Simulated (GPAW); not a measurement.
Runs of GPAW 26.7.0 on BaTiO3 (Barioperovskite). It takes space group Amm2 (No. 38, orthorhombic). Conventional cell: a = 3.986 Å, b = 5.674 Å, c = 5.690 Å, α = 90.00°, β = 90.00°, γ = 90.00°. Ba (site symmetry mm2) is surrounded by 12 O at 2.77 to 2.92 Å. Ti (site symmetry mm2) has 6 O at 1.93 to 2.09 Å as nearest neighbours. O (site symmetry m) has 2 Ti at 1.93 to 2.09 Å as nearest neighbours. O (site symmetry mm2) has 2 Ti at 2.00 Å as nearest neighbours. 

```tsv
task	level	potentials or basis	k mesh	cutoff (eV)	maxiter	band path	band points	hybrids on these orbitals	symmetry	mesh quality	gap on the mesh (eV)	pressure (GPa)	largest force (eV/Å)
band structure	LDA	the program's PAW data sets (release 1.2.1) made for this functional, pw	5 × 5 × 5	800	150	GXSRAZGYX1A1TY,ZT	60	-	-	not flagged	1.93	(a)	0.31
one-shot levels of the hybrid HSE06	LDA	the program's PAW data sets (release 1.2.1) made for this functional, pw	3 × 3 × 3	600	150	-	-	["HSE06", "PBE0", "YS-PBE0"]	point_group=False	coarse	1.94	-11.6	0.59
band structure	r2SCAN	GPAW PAW data sets (gpaw-data 1.2.1), pw	5 × 5 × 5	800	150	GXSRAZGYX1A1TY,ZT	60	-	-	not flagged	2.39	0.6	(d)
single point	r2SCAN	GPAW PAW data sets (gpaw-data 1.2.1), pw	6 × 6 × 6	650	120	-	-	-	-	not flagged	2.26	(c)	0.28
band structure	PBEsol	PAW data sets generated in the run's folder for this functional, pw	5 × 5 × 5	800	150	GXSRAZGYX1A1TY,ZT	60	-	-	not flagged	1.97	-2.5	(b)
```

Alike in all rows: no spin polarisation; cell as given; smearing fermi-dirac 0.05 eV.

Q: Fill in the values left out.

A: (a) -7.3; (b) 0.26; (c) -1.3; (d) 0.29.

Caveats: some runs use coarse meshes; spin-orbit coupling is left out, which moves the levels of the heavy elements; the mesh misses the band edges, which the band path finds closer together (some runs); the cutoff is short for stress and forces, so pressures can be off by a GPa or more (some runs); the PAW data sets were made with another functional, which shifts forces and pressure a little (some runs); energy and the plain gap are those of the semilocal run (some runs); the hybrids' values are one shot on its orbitals and mesh (some runs); an odd mesh through Γ misses points on the zone boundary, where band edges often lie (some runs).

A k mesh can miss the band edges, and the runs leave out spin-orbit coupling on Ba.

Not every run made on this cell is shown here.
